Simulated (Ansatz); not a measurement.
An input for Ansatz 0.2.0 (TiO2 (C2)):

```yaml
crystal:
  lattice:
    - [5.370365, 0.0, 0.0]
    - [-2.6851825, 4.5821404114, 0.0]
    - [0.0, 0.0, 6.133]
  atoms:
    - { symbol: Ti, position: [0.4617193665, 0.0, 0.3333333333] }
    - { symbol: Ti, position: [-0.000900551, 0.4588327269, 0.6673999799] }
    - { symbol: Ti, position: [0.5402667221, 0.5411672731, -0.0007333132] }
    - { symbol: O, position: [0.417997672, 0.2878169008, 0.2233768557] }
    - { symbol: O, position: [0.7137675819, 0.1249090837, 0.5564110829] }
    - { symbol: O, position: [0.8685379606, 0.5889659821, 0.8845498847] }
    - { symbol: O, position: [0.2795719785, 0.4110340179, 0.782116782] }
    - { symbol: O, position: [0.1301807712, 0.7121830992, 0.4432898109] }
    - { symbol: O, position: [0.5888584983, 0.8750909163, 0.1102555837] }
kpoints:
  mp_grid: { grid: [6, 6, 4] }
  band_path:
    path:
      - [0.0, 0.0, 0.0]
      - [0.5, 0.0, 0.0]
      - [0.33333333, 0.33333333, 0.0]
      - [0.0, 0.0, 0.5]
      - [0.5, 0.0, 0.5]
      - [0.33333333, 0.33333333, 0.5]
    npoints: 1
hamiltonian:
  xc: lda
  pseudopotentials: { kind: paw, azcp: { folder: soft_1 }, xc_functional: pbe }
scf:
  occupations: { method: fermi_dirac, width: 0.02 }
  n_extra_bands: 7
output:
  eigenvalues: true
  forces: true
  stress: true
```

```sh
ansatz run input.yaml --threads 3 --pin off --max-ram 92160MiB --backend cuda --events-out ev --progress --plain --runs-dir out --devices 1 --max-vram 13GiB
```

Q: How long will it take on 1 × NVIDIA H100 80GB HBM3 (shared by 6 runs) with 3 threads of AMD EPYC 7R13 (Zen 3), shared host, and how much memory?

It took 16 s; on shared hardware allow 7.9 s to 32 s. Peak host memory was 0.93 GiB. The sizes that set the cost: 2975 plane waves a state, 47 irreducible k points and 12 SCF cycles.

[Paths, hosts, dates, memory and timing lines, banners, echoed tables and standing remarks are left out of the program output.]

[Logs are printed without paths, hosts, clocks, repeated set-up lines and the standing remarks that a program may print on its own settings, such as how far it seeks lower states.]

[Runs of the session that timed out or met a known fault of the program may be left out.]

[Cells called generated may have been cut or substituted from an entry of the Crystallography Open Database or the Materials Project.]

[Hosts, paths, dates, database ids (printed as entryN), source tags and the programs' standing remarks are cut or masked in the printed files.]
